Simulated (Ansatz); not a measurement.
Problem. Write an Ansatz input for a single-point calculation of HgS with PBEsol (scalar-relativistic), a cutoff of 420 eV (density cutoff 4 times that), a Γ-centred 10×10×10 mesh and Gaussian smearing of 0.05 eV, without spin polarisation. Forces, stress and eigenvalues are wanted. The structure:
```
CELL_PARAMETERS angstrom
0.0000000000 2.9498495323 2.9498495323
2.9498495323 0.0000000000 2.9498495323
2.9498495323 2.9498495323 0.0000000000
ATOMIC_POSITIONS crystal
Hg 0.0000000000 0.0000000000 0.0000000000
S 0.7500000000 0.7500000000 0.7500000000
```

Solution. 
```yaml
crystal:
  lattice:
    - [0.0, 2.9498495323, 2.9498495323]
    - [2.9498495323, 0.0, 2.9498495323]
    - [2.9498495323, 2.9498495323, 0.0]
  atoms:
    - { symbol: Hg, position: [0.0, 0.0, 0.0] }
    - { symbol: S, position: [0.75, 0.75, 0.75] }
basis:
  ecutwfc: 420
  ecutrho_ratio: 4
kpoints:
  mp_grid: { grid: [10, 10, 10] }
hamiltonian:
  xc: pbesol
scf:
  occupations: { method: gaussian, width: 0.05 }
output:
  forces: true
  stress: true
  eigenvalues: true
```

Launched as:
```sh
ansatz run input.yaml --threads 4 --pin off --max-ram 7168MiB --backend cpu --events-out ev --progress --plain --runs-dir out
```

Run as written, it has 26 valence electrons, 965 plane waves at Γ, 24 symmetry operations and 47 irreducible k-points; it took 6 SCF iterations in all. Run time: 0.83 s on 4 threads of Arm Neoverse V2 (shared host), peak memory 0.35 GiB.

The chain of runs began from a cell as deposited in COD, expanded in volume.
